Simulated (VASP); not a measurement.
H:

```
H
1.0
     2.64964    0.00000    0.00000
     0.00000    2.64964    0.00000
     0.00000    0.00000    0.98049
H
1
Direct
  0.00000 0.00000 0.50000
```

* Program: VASP 6.6.1
* Task: relaxation of cell and atoms
* Functional: PBEsol
* Potentials or basis: VASP PAW PBE potentials, release 64 (H)
* Cutoff: 600 eV
* k mesh: 10 × 10 × 26
* Occupations: fermi-dirac, width 0.05 eV
* Spin: no spin polarisation

At the start: pressure 1.7 GPa; volume 6.88 Å³/atom.

Question: Where does the relaxation end?

Answer: Over 9 steps the energy falls by 7.4 meV/atom and the volume is 8.71 Å³/atom (+26.5 %); space group P4/mmm (No. 123, to 0.05 Å).

Step by step:
```
step  energy change (eV)  largest force (eV/Å)  pressure (GPa)  volume (Å³)
   1              0.0000                0.0000            1.75         6.88
   2             -0.0007                0.0000            1.25         6.96
   3             -0.0013                0.0000            0.26         7.12
   4             -0.0019                0.0000            0.24         7.18
   5             -0.0035                0.0000            0.22         7.38
   6             -0.0057                0.0000            0.21         7.79
   7             -0.0073                0.0000            0.26         8.63
   8             -0.0072                0.0000           -0.36         8.82
   9             -0.0074                0.0000            0.00         8.71
```

Final structure:
```
H
1.0
     2.96691    0.00000    0.00000
     0.00000    2.96691    0.00000
     0.00000    0.00000    0.98903
H
1
Cartesian
  0.0000 0.0000 0.4945
```

Caveat: the volume moved by over 15 % at a fixed basis, so the end points are rough; the PAW data sets were made with another functional, which shifts forces and pressure a little.
